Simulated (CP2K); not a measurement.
Runs of CP2K 2026.2 on CdS. Symmetry: P3m1, No. 156, trigonal system. Conventional cell: a = 4.261 Å, b = 4.261 Å, c = 5.804 Å, α = 90.00°, β = 90.00°, γ = 120.00°. Around Cd (site symmetry 3m) lie 3 S at 2.46 Å. S (site symmetry 3m) has 3 Cd at 2.46 Å as nearest neighbours. Measurements of this composition are mostly on another form, of space group No. 186.

```csv
level,potentials or basis,smearing,EPS_DEFAULT,NGRIDS,points a segment of the path (NPOINTS),bands added on the path,CUTOFF of the grids,gap on the mesh (eV),pressure (GPa),largest force (eV/Å)
LDA,"GTH_POTENTIALS Cd GTH-PADE-q12, S GTH-PADE-q6; TZVP-MOLOPT-PBE-GTH basis",fermi-dirac 0.05 eV,1.0E-9,4,10,6,450 Ry,1.25,(c),0.02
TB-mBJ,"POTENTIAL_UZH Cd GTH-PBE-q12, S GTH-PBE-q6; TZVP-MOLOPT-PBE-GTH basis",fermi-dirac 0.1 eV,1.0E-9,4,8,6,675 Ry,1.38,-,-
r2SCAN,"POTENTIAL_UZH Cd GTH-SCAN-q12, S GTH-SCAN-q6; TZVP-MOLOPT-SCAN-GTH basis",fermi-dirac 0.01 eV,1.0E-10,4,10,2,675 Ry,(b),-0.7,0.01
PBEsol,"POTENTIAL_UZH Cd GTH-PBE-q12, S GTH-PBE-q6; TZVP-MOLOPT-PBE-GTH basis",fermi-dirac 0.01 eV,1.0E-9,5,10,6,450 Ry,(a),-1.0,0.01
```

Alike in all rows: task band structure; no spin polarisation; cell as given; k mesh 7 × 7 × 5.

Fill in the values left out.

(a) 1.43; (b) 1.90; (c) -2.2.

Caveats: the basis of atomic orbitals isn't converged, which shifts pressures, moduli and gaps; the potentials were made for another functional, which shifts forces and pressure (some runs); this is a model potential without an energy functional, so only levels have meaning (some runs).

A k mesh can miss the band edges, and the runs leave out spin-orbit coupling on Cd.
